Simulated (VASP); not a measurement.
# Sn (Im-3m) in VASP: further runs, part 3 of 3

VASP 6.6.1. Earlier steps stand in the parts before.

**4. Band structure, LDA, spin-orbit coupling, no magnetisation**

The input, POSCAR:

```
Sn
1.0
   -1.8946518192      1.8946518192      1.8946518192
    1.8946518192     -1.8946518192      1.8946518192
    1.8946518192      1.8946518192     -1.8946518192
Sn
1
Direct
    0.0000000000      0.0000000000      0.0000000000
```

The input, INCAR.step1:

```
  ALGO = Fast
  EDIFF = 1E-6
  ENCUT = 520
  GGA = CA
  GGA_COMPAT = F
  ISIF = 2
  ISMEAR = -1
  LASPH = T
  LCHARG = T
  LNONCOLLINEAR = T
  LORBIT = 11
  LREAL = F
  LSORBIT = T
  LWAVE = F
  MAGMOM = 0 0 0
  NELM = 100
  PREC = Accurate
  SIGMA = 0.05
```

The input, KPOINTS.step1:

```
k-points
0
Gamma
  7 7 7
```

The input, INCAR.step2:

```
  ALGO = Fast
  EDIFF = 1E-6
  ENCUT = 520
  GGA = CA
  GGA_COMPAT = F
  ICHARG = 11
  ISIF = 2
  ISMEAR = 0
  LASPH = T
  LCHARG = F
  LNONCOLLINEAR = T
  LORBIT = 11
  LREAL = F
  LSORBIT = T
  LWAVE = F
  MAGMOM = 0 0 0
  NELM = 100
  PREC = Accurate
  SIGMA = 0.05
```

The input, KPOINTS.step2:

```
path GHNGPH,PN
10
line-mode
reciprocal
 0.0000000000  0.0000000000  0.0000000000  G
 0.5000000000 -0.5000000000  0.5000000000  H

 0.5000000000 -0.5000000000  0.5000000000  H
 0.0000000000  0.0000000000  0.5000000000  N

 0.0000000000  0.0000000000  0.5000000000  N
 0.0000000000  0.0000000000  0.0000000000  G

 0.0000000000  0.0000000000  0.0000000000  G
 0.2500000000  0.2500000000  0.2500000000  P

 0.2500000000  0.2500000000  0.2500000000  P
 0.5000000000 -0.5000000000  0.5000000000  H

 0.2500000000  0.2500000000  0.2500000000  P
 0.0000000000  0.0000000000  0.5000000000  N
```

Potentials or basis: VASP PAW LDA potentials, release 64 (Sn_d).

Launch:

```bash
cat potpaw_LDA.64/Sn_d/POTCAR > POTCAR
cp INCAR.step1 INCAR
cp KPOINTS.step1 KPOINTS
mpirun -np 1 vasp_ncl > vasp.out
cp INCAR.step2 INCAR
cp KPOINTS.step2 KPOINTS
mpirun -np 1 vasp_ncl > vasp.out
```

OUTCAR:

```text
EDIFF = 1E-6
   ENCUT = 520
   GGA = CA
   ICHARG = 11
   ISIF = 2
   ISMEAR = 0
   LASPH = T
   LNONCOLLINEAR = T
   LORBIT = 11
   LREAL = F
   LSORBIT = T
   NELM = 100
   PREC = Accurate

 ion  position               nearest neighbor table
   1  0.000  0.000  0.000-

  LATTYP: Found a body centered cubic cell.
 ALAT       =     3.7893036384

  Lattice vectors:

 A1 = (  -1.8946518192,   1.8946518192,   1.8946518192)
 A2 = (   1.8946518192,  -1.8946518192,   1.8946518192)
 A3 = (   1.8946518192,   1.8946518192,  -1.8946518192)

Analysis of symmetry for initial positions (statically):
=====================================================================
 Subroutine PRICEL returns:
 Original cell was already a primitive cell.

 Routine SETGRP: Setting up the symmetry group for a
 body centered cubic supercell.

 Subroutine GETGRP returns: Found 48 space group operations
 (whereof 48 operations were pure point group operations)
 out of a pool of 48 trial point group operations.

The static configuration has the point symmetry O_h .

Analysis of symmetry for dynamics (positions and initial velocities):
=====================================================================
 Subroutine PRICEL returns:
 Original cell was already a primitive cell.

 Routine SETGRP: Setting up the symmetry group for a
 body centered cubic supercell.

 Subroutine GETGRP returns: Found 48 space group operations
 (whereof 48 operations were pure point group operations)
 out of a pool of 48 trial point group operations.

The dynamic configuration has the point symmetry O_h .

Analysis of structural, dynamic, and magnetic symmetry:
=====================================================================
 Subroutine PRICEL returns:
 Original cell was already a primitive cell.

 Routine SETGRP: Setting up the symmetry group for a
 body centered cubic supercell.

 Subroutine GETGRP returns: Found 48 space group operations
 (whereof 48 operations were pure point group operations)
 out of a pool of 48 trial point group operations.

The overall configuration has the point symmetry O_h .

 Subroutine INISYM returns: Found 48 space group operations
 (whereof 48 operations are pure point group operations),
 and found     1 'primitive' translations

----------------------------------------------------------------------------------------

                                     Primitive cell

  volume of cell :      27.2050

  direct lattice vectors                    reciprocal lattice vectors
    -1.894651819  1.894651819  1.894651819     0.000000000  0.263900731  0.263900731
     1.894651819 -1.894651819  1.894651819     0.263900731  0.000000000  0.263900731
     1.894651819  1.894651819 -1.894651819     0.263900731  0.263900731  0.000000000

  length of vectors
     3.281633214  3.281633214  3.281633214     0.373211993  0.373211993  0.373211993

  position of ions in fractional coordinates (direct lattice)
     0.000000000  0.000000000  0.000000000

  ion indices of the primitive-cell ions
   primitive index   ion index
                 1           1

[... 62 lines left out ...]
   LREAL  =      F    real-space projection
   EDIFFG = 0.1E-04   stopping-criterion for IOM
   NSW    =      0    number of steps for IOM
   IBRION =     -1    ionic relax: 0-MD 1-quasi-New 2-CG
   NFREE  =      0    steps in history (QN), initial steepest desc. (CG)
   ISIF   =      2    stress and relaxation
   ISYM   =      2    0-nonsym 1-usesym 2-fastsym
   POTIM  = 0.5000    time-step for ionic-motion
   TEBEG  =    0.0;   TEEND  =   0.0 temperature during run
   PSTRESS=    0.0 pullay stress
   NELECT =      14.0000    total number of electrons
   NUPDOWN=      -1.0000    fix difference up-down
   EMIN   =  10.00;   EMAX   =-10.00  energy-range for DOS
   EFERMI =   0.00;   METHOD = LEGACY
   ISMEAR =     0;   SIGMA  =   0.05  broadening in eV -4-tet -1-fermi 0-gaus
   EFERMI_NEDOS =   21; number of points for ismear=-14 and -15
   IALGO  =     68    algorithm
   IMIX   =      4    mixing-type and parameters
     AMIX     =   0.40;   BMIX     =  1.00
     AMIX_MAG =   1.60;   BMIX_MAG =  1.00
  volume/ion in A,a.u.               =      27.20       183.59
  Fermi-wavevector in a.u.,A,eV,Ry     =   1.311902  2.479136 23.416813  1.721087
  Thomas-Fermi vector in A             =   2.442332
   LORBIT       =     11    0 simple, 1 ext, 2 COOP (PROOUT), +10 PAW based schemes
   GGA     = CA    functional components
   LHFCALC =     F    Hartree Fock is set to
   AEXX    =    0.0000 exact exchange contribution
   IVDW    =     0    specifies the selected vdW correction
   LEPSILON=     F    determine dielectric tensor
   LRPA    =     F    only Hartree local field effects (RPA)
 RMM-DIIS sequential band-by-band and
 Gauss-broadening in eV      SIGMA  =   0.05
  energy-cutoff  :      520.00
  volume of cell :       27.20
 maximum number of plane-waves:      1492

 number of electron      13.9999996 magnetization      -0.0000000     -0.0000000     -0.0000000

 Free energy of the ion-electron system (eV)
  ---------------------------------------------------
  ext. energy  EPLUGINS =         0.00000000
  ---------------------------------------------------
  free energy    TOTEN  =        -4.02706771 eV

  energy without entropy =       -4.02632569  energy(sigma->0) =       -4.02669670

 E-fermi :   7.4174     XC(G=0): -10.5974

 val. band max:        7.3886794988   @ k =   0.1667   0.1667   0.3333
 cond. band min:       7.4494844085   @ k =   0.4444  -0.4444   0.5000
 fundamental gap:      0.0608049096
 Fermi energy:         7.4173680925

 k-point     1 :       0.0000    0.0000    0.0000
  band No.  band energies     occupation
      1     -14.2028      1.00000
      2     -14.2028      1.00000
      3     -14.2028      1.00000
      4     -14.2028      1.00000
      5     -13.2198      1.00000
      6     -13.2198      1.00000
[... 589 lines left out ...]
     21      16.6063      0.00000
     22      16.6063      0.00000

 [... further k-points ...]
[... 5 lines left out ...]
  --------------------------------------------------------------------------------------
  -------------------------------------------------------------------------------------
  Total        0.8333412      0.8333412      0.8333412      0.0000000     -0.0000000      0.0000000
  in kB       49.0778114     49.0778114     49.0778114      0.0000000     -0.0000000      0.0000000
  external PRESSURE =      49.0778114 kB  Pullay stress =       0.0000000 kB

 VOLUME and BASIS-vectors are now :
 -----------------------------------------------------------------------------
  energy-cutoff  :      520.00
  volume of cell :       27.20
      direct lattice vectors                 reciprocal lattice vectors
    -1.894651819  1.894651819  1.894651819     0.000000000  0.263900731  0.263900731
     1.894651819 -1.894651819  1.894651819     0.263900731  0.000000000  0.263900731
     1.894651819  1.894651819 -1.894651819     0.263900731  0.263900731  0.000000000

 POSITION                                       TOTAL-FORCE (eV/Angst)
 -----------------------------------------------------------------------------------
      0.00000      0.00000      0.00000         0.000000      0.000000     -0.000000
 -----------------------------------------------------------------------------------
    total drift:                                0.000000      0.000000     -0.000000

  FREE ENERGIE OF THE ION-ELECTRON SYSTEM (eV)
  ---------------------------------------------------
  free  energy   TOTEN  =        -4.0270677106 eV

  energy  without entropy=       -4.0263256913  energy(sigma->0) =       -4.02669670

 Spin-Orbit-Coupling matrix elements

 Ion:    1  E_soc:     -0.1616708
 l=   1
     0.0000000    -0.0205805    -0.0205805
    -0.0205805     0.0000000    -0.0205805
    -0.0205805    -0.0205805     0.0000000
 l=   2
     0.0000000    -0.0012572     0.0000000    -0.0012572    -0.0051074
    -0.0012572     0.0000000    -0.0038305    -0.0012572    -0.0012768
     0.0000000    -0.0038305     0.0000000    -0.0038305     0.0000000
    -0.0012572    -0.0012572    -0.0038305     0.0000000    -0.0012768
    -0.0051074    -0.0012768     0.0000000    -0.0012768     0.0000000
 l=   3
     0.0000000     0.0000000     0.0000000     0.0000000     0.0000000     0.0000000     0.0000000
     0.0000000     0.0000000     0.0000000     0.0000000     0.0000000     0.0000000     0.0000000
     0.0000000     0.0000000     0.0000000     0.0000000     0.0000000     0.0000000     0.0000000
     0.0000000     0.0000000     0.0000000     0.0000000     0.0000000     0.0000000     0.0000000
     0.0000000     0.0000000     0.0000000     0.0000000     0.0000000     0.0000000     0.0000000
     0.0000000     0.0000000     0.0000000     0.0000000     0.0000000     0.0000000     0.0000000
     0.0000000     0.0000000     0.0000000     0.0000000     0.0000000     0.0000000     0.0000000

 total charge

# of ion       s       p       d       tot
------------------------------------------
    1        1.321   0.893   9.972  12.186

 magnetization (x)

# of ion       s       p       d       tot
------------------------------------------
    1        0.000   0.000  -0.000   0.000

 magnetization (y)

# of ion       s       p       d       tot
------------------------------------------
    1       -0.000  -0.000   0.000  -0.000

 magnetization (z)

# of ion       s       p       d       tot
------------------------------------------
    1        0.000   0.000   0.000   0.000
```

Wall time 47 s (1 thread of Intel Xeon Platinum 8488C (Sapphire Rapids), shared host); peak memory 0.18 GiB.

Caveat: the log is that of the step along the path at fixed density, whose energy, stress, charges and moments have no meaning.
